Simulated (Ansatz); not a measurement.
## NaH under strains and displacements

Level of theory: DFT PBE, scalar-relativistic, plane waves, PAW in Ansatz 0.2.0.

Settings: cutoff 420 eV, Γ-centred mesh 10×10×10 on the computed 2-atom cell, Gaussian smearing of 0.02 eV; no spin polarisation.

Reference cell:

```
CELL_PARAMETERS angstrom
2.95512 0.00000 0.00000
0.00000 2.95512 0.00000
0.00000 0.00000 2.95512
ATOMIC_POSITIONS crystal
Na 0.00000 0.00000 0.00000
H 0.50000 0.50000 0.50000
```

Each variant moves atoms of this cell by the vectors given, if any (Å), and then applies a symmetric strain (tensor components, Cartesian axes). The reference cell isn't relaxed at this level. Energies are per atom at zero smearing, counted from the lowest variant. Pressure is positive in compression.

1. strain (xx yy zz yz xz xy, %) -0.81 -2.31 -0.81 -0.98 -0.26 0.98; moves: Na1 (0.036, 0.032, -0.036); H2 (-0.036, -0.032, 0.036)
2. strain (xx yy zz yz xz xy, %) 0.32 0.32 0.32 0.00 0.00 0.00
3. no strain; moves: H2 (0.269, -0.224, 0.134)
4. strain (xx yy zz yz xz xy, %) 3.96 2.52 2.52 6.00 0.30 -0.30; moves: Na1 (0.000, 0.177, 0.177); H2 (0.000, -0.177, -0.177)
5. no strain; moves: Na1 (0.000, 0.225, 0.000)
6. strain (xx yy zz yz xz xy, %) -4.19 -4.19 -1.19 -0.61 0.61 -0.07; moves: Na1 (-0.018, 0.018, -0.015); H2 (0.018, -0.018, 0.015)
7. strain (xx yy zz yz xz xy, %) -0.85 -0.85 -0.85 0.00 0.00 0.00
8. strain (xx yy zz yz xz xy, %) -1.97 -1.97 -1.97 0.00 0.00 0.00

| variant | ΔE (meV/atom) | P (GPa) | largest force (eV/Å) | gap on mesh (eV) | space group |
| --- | --- | --- | --- | --- | --- |
| 1 | 4.6 | 1.43 | 0.06 | 1.01 | Cm |
| 2 | 0.0 | -0.01 | 0.00 | 1.03 | Pm-3m |
| 3 | ? | ? | ? | ? | ? |
| 4 | 7.5 | 0.01 | 0.12 | 1.28 | C2 |
| 5 | 5.3 | 0.66 | 0.09 | 1.06 | P4mm |
| 6 | ? | ? | ? | ? | ? |
| 7 | 1.2 | 0.89 | 0.00 | 1.04 | Pm-3m |
| 8 | 4.8 | 1.87 | 0.00 | 1.04 | Pm-3m |

Problem. Give the withheld rows.

Solution.
```
variant  ΔE (meV/atom) P (GPa) largest force (eV/Å) gap on mesh (eV) space group
      3           19.0     1.52                  0.25              1.14           P1
      6           15.3     3.16                  0.04              0.84           Cm
```

This CsCl-type form isn't the usual stable structure of the compound.